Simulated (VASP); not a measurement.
Here is a VASP 6.6.1 calculation.

INCAR

```
SYSTEM = BP
  PREC = Accurate
  ENCUT = 600
  EDIFF = 1E-7
  ISMEAR = 0
  SIGMA = 0.03
  LREAL = .FALSE.
  LASPH = .TRUE.
  NELM = 80
  ALGO = Fast
  ISIF = 2
  LWAVE = .FALSE.
  LCHARG = .FALSE.
  IBRION = 2
  NSW = 40
  EDIFFG = -0.01
```

File KPOINTS:

```
Automatic mesh
0
G
  10 10 10
  0 0 0
```

Contents of POSCAR:

```
BP                                      
1.0
    0.0000000000      2.2888911179      2.2888911179
    2.2888911179      0.0000000000      2.2888911179
    2.2888911179      2.2888911179      0.0000000000
  B               P             
     1     1
Direct
     0.0000000000000000    0.0000000000000000    0.0000000000000000
     0.2500000000000000    0.2500000000000000    0.2500000000000000
```

Potentials or basis: VASP PAW LDA potentials, release 64 (B, P).

Run with:

```console
$ cat potpaw_LDA.64/B/POTCAR potpaw_LDA.64/P/POTCAR > POTCAR
$ mpirun -np 1 vasp_std > vasp.out
```

**Question.** Estimate the band gap on the k mesh.

**Answer.** 1.22 eV, indirect (least direct gap 3.34 eV).

Final structure:
```
CELL_PARAMETERS angstrom
0.00000 2.28889 2.28889
2.28889 0.00000 2.28889
2.28889 2.28889 0.00000
ATOMIC_POSITIONS crystal
B 0.00000 0.00000 0.00000
P 0.25000 0.25000 0.25000
```

Caveat: the relaxation stopped at its first step, so nothing moved. A k mesh can miss the band edges.
